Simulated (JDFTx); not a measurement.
Runs of JDFTx 1.7.0 (patched build) on KBr. Symmetry: Fm-3m, No. 225, cubic system. The conventional cell has a = 6.600 Å, b = 6.600 Å, c = 6.600 Å, α = 90.00°, β = 90.00°, γ = 90.00°. Br (site symmetry m-3m) has 6 K at 3.30 Å as nearest neighbours. Around K (site symmetry m-3m) lie 6 Br at 3.30 Å. 

```csv
task,level,potentials or basis,cell,k mesh,cutoff (eV),smearing,local potential set to -Z/r beyond,max SCF steps,SCF threshold on the energy,solver of the electrons,further solve for the empty bands,mesh quality,gap on the mesh (eV),pressure (GPa)
single point,PBEsol,PseudoDojo-SR-PBEsol-0.4.1-standard with smoothed tails,as given,7 × 7 × 7,1007,fermi-dirac 0.05 eV,6 bohr,100,1e-09 Ha,scf,yes,not flagged,4.28,-0.3
single point,HLE16,PseudoDojo-SR-PBE-0.5-standard,as given,7 × 7 × 7,1007,fermi-dirac 0.05 eV,-,100,1e-09 Ha,scf,yes,not flagged,(a),1.8
relaxation of the atoms,LDA,PseudoDojo-SR-LDA-0.4.1-standard,atoms relaxed from: relaxed cell strained by -0.01 in Voigt component 1,6 × 6 × 6,980,fermi-dirac 0.05 eV,-,100,1e-10 Ha,scf,no,not flagged,4.35,0.2
single point,LDA,PseudoDojo-SR-LDA-0.4.1-standard with smoothed tails,as given,7 × 7 × 7,980,fermi-dirac 0.05 eV,6 bohr,100,1e-09 Ha,scf,yes,not flagged,4.03,-1.7
single point,r2SCAN,SG15-PBE-1.2 with smoothed tails,as given,4 × 4 × 4,1088,fermi-dirac 0.05 eV,6 bohr,100,1e-09 Ha,scf,yes,coarse,4.96,(b)
single point,BJ06,SG15-PBE-1.2,as given,3 × 3 × 3,1088,fermi-dirac 0.05 eV,-,100,1e-09 Ha,scf,yes,coarse,4.92,-
relaxation of the atoms,LDA,PseudoDojo-SR-LDA-0.4.1-standard,atoms relaxed from: relaxed cell strained by -0.01 in Voigt component 4,6 × 6 × 6,980,fermi-dirac 0.05 eV,-,100,1e-10 Ha,scf,no,not flagged,4.31,0.0
relaxation of the atoms,LDA,PseudoDojo-SR-LDA-0.4.1-standard,atoms relaxed from: relaxed cell strained by 0.01 in Voigt component 4,6 × 6 × 6,980,fermi-dirac 0.05 eV,-,100,1e-10 Ha,scf,no,not flagged,4.31,0.0
```

Alike in all rows: no spin polarisation.

Problem. Fill in the values left out.

Solution. (a) 6.69; (b) 0.1.

Caveats: some runs use coarse meshes; the empty levels aren't tightly converged (some runs); the potentials were made for another functional, which shifts forces and pressure (some runs); the relaxation stopped at its first step, so nothing moved (some runs); the potentials were made for a functional far from this one (some runs); an odd mesh through Γ misses points on the zone boundary, where band edges often lie (some runs); a model potential gives levels but no total energy (some runs).

A k mesh can miss the band edges, and the runs leave out spin-orbit coupling on Br.

Runs at the PBE level aren't shown here.
